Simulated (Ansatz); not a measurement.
# HgTe: the cost of one run

Computed with Ansatz 0.2.0 (DFT PBEsol, scalar-relativistic, plane waves, PAW, unless a step's input says otherwise).

1 further run of the same task is left out (set aside as unsound or not needed).

**1. The structure to begin with**

Symmetry: Fm-3m, No. 225, cubic system. Conventional cell: a = 6.154 Å, b = 6.154 Å, c = 6.154 Å, α = 90.00°, β = 90.00°, γ = 90.00°. Hg (site symmetry m-3m) has 6 Te at 3.08 Å as nearest neighbours. Around Te (site symmetry m-3m) lie 6 Hg at 3.08 Å.

As a file:

```cif
data_structure
_symmetry_space_group_name_H-M 'P 1'
_symmetry_Int_Tables_number 1
_cell_length_a 4.3517
_cell_length_b 4.3517
_cell_length_c 4.3517
_cell_angle_alpha 60.000
_cell_angle_beta 60.000
_cell_angle_gamma 60.000
_cell_volume 58.27
loop_
_atom_site_label
_atom_site_type_symbol
_atom_site_fract_x
_atom_site_fract_y
_atom_site_fract_z
_atom_site_occupancy
Hg1 Hg 0.00000 0.00000 0.00000 1
Te1 Te 0.50000 0.50000 0.50000 1
```

The structure comes from the Materials Project (structure only).

(A quick probe on a coarse mesh, which set the mesh and smearing, is not shown.)

**3. The relaxation**

input.yaml

```yaml
crystal:
  lattice:
    - [0.0, 3.077117, 3.077117]
    - [3.077117, 0.0, 3.077117]
    - [3.077117, 3.077117, 0.0]
  atoms:
    - { symbol: Hg, position: [0.0, 0.0, 0.0] }
    - { symbol: Te, position: [0.5, 0.5, 0.5] }
basis:
  ecutwfc: 420
kpoints:
  mp_grid: { grid: [12, 12, 12] }
hamiltonian:
  xc: pbesol
scf:
  occupations: { method: gaussian, width: 0.1 }
output:
  forces: true
  stress: true
  eigenvalues: true
relax:
  adjacent_minimum: "off"
  f_tol: 0.005
  max_steps: 80
  cell: { stress_tol: 0.05 }
```

On the command line:

```console
ansatz run input.yaml --threads 1 --pin off --max-ram 2560MiB --backend cpu --events-out ev --progress --plain --runs-dir out
```

Q: Estimate wall time and peak memory on 1 thread of Intel Xeon Platinum 8375C at 2.90GHz (Ice Lake), shared host.

About 18 s, with a peak of 0.47 GiB.
